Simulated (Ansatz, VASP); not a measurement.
C in VASP and in Ansatz

```
C
1.0
     0.00000    1.78337    1.78337
     1.78337    0.00000    1.78337
     1.78337    1.78337    0.00000
C
2
Cartesian
  0.0000 0.0000 0.0000
  0.8917 0.8917 0.8917
```

This isn't the form of C at room conditions, which is graphite.

Alike in both runs: task relaxation of the atoms; functional PBE; k mesh 13 × 13 × 13; occupations fermi-dirac, width 0.05 eV; no spin polarisation.

|  | VASP | Ansatz |
| --- | --- | --- |
| version | VASP 6.6.1 | Ansatz 0.2.0 |
| potentials or method | VASP PAW PBE potentials, release 64 (C) | plane-wave PAW, scalar-relativistic |
| plane-wave cutoff (eV) | 520 | 420 |
| valence electrons in the cell | 8 | 8 |

|  | VASP | Ansatz | Ansatz less VASP |
| --- | --- | --- | --- |
| gap on the k mesh at the Fermi level, each at its own relaxed structure (eV) | 4.14 | 4.15 | +0.008 |

Ansatz warned: «stress_scf_threshold_loose».

Caveats: the relaxation stopped at its first step, so nothing moved; an odd mesh through Γ misses points on the zone boundary, where band edges often lie.
